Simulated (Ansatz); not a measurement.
# Hg: levels with and without spin–orbit coupling

```xyz
1
Lattice="1.7300 0.9988 2.2340 -1.7300 0.9988 2.2340 0.0000 -1.9976 2.2340" Properties=species:S:1:pos:R:3 pbc="T T T"
Hg    0.0000    0.0000    0.0000
```

The geometry is COD entry 1541226, unchecked; take it as a test cell.

Levels of theory: DFT, PBE, all-electron LAPW, scalar-relativistic (Ansatz 0.2.0); DFT, PBE, all-electron LAPW, Dirac equation with spin-orbit coupling (Ansatz 0.2.0).

Settings: a Γ-centred 15×15×15 k mesh, Fermi–Dirac smearing of 0.03 eV, basis error target 0.25 meV/atom, no spin polarisation.

Levels between -8 and 5 eV, each run counted from its own valence-band top where it has a gap, else its Fermi level. Scalar levels are listed once for both spins; with the coupling every spinor state is counted. Levels near the edges of the range can cross them.

Task: At H2 (0.700, 0.300, 0.500) the scalar-relativistic levels are -7.62, -7.53, -6.90, -6.75, -5.82, 0.80, 2.59, 4.16. What are they with spin–orbit coupling?

Result: -6.67 (×2), -6.09 (×2), -5.44 (×2), 0.84 (×2), 2.37 (×2), 4.25 (×2).
